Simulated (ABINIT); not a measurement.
The system is V.

```
CELL_PARAMETERS angstrom
-1.51435 1.51435 1.51435
1.51435 -1.51435 1.51435
1.51435 1.51435 -1.51435
ATOMIC_POSITIONS crystal
V 0.00000 0.00000 0.00000
```

Base run:

* Program: ABINIT 10.8.3 (patched build)
* Functional: revPBE
* Potentials or basis: JTH PAW PBE v2.0
* Cutoff: 408 eV
* k mesh: 12 × 12 × 12
* Occupations: fermi-dirac, width 0.05 eV
* Spin: collinear spin, ferromagnetic start
* Starting moments: [2.0] μB

Its results: band gap on the k mesh none (metal or under the smearing width); pressure -1.9 GPa; net moment 0.00 μB per cell.

Q: The run is repeated on the same cell with these changes: functional from revPBE to PBEsol. What comes out?

A: Band gap on the k mesh none (metal or under the smearing width); pressure -11.3 GPa; net moment 0.00 μB per cell.

PBEsol binds more tightly than revPBE, so the same cell stands under less pressure.

Caveats: the PAW data sets were made with another functional, which shifts forces and pressure a little.

Not every run made on this cell is shown here.
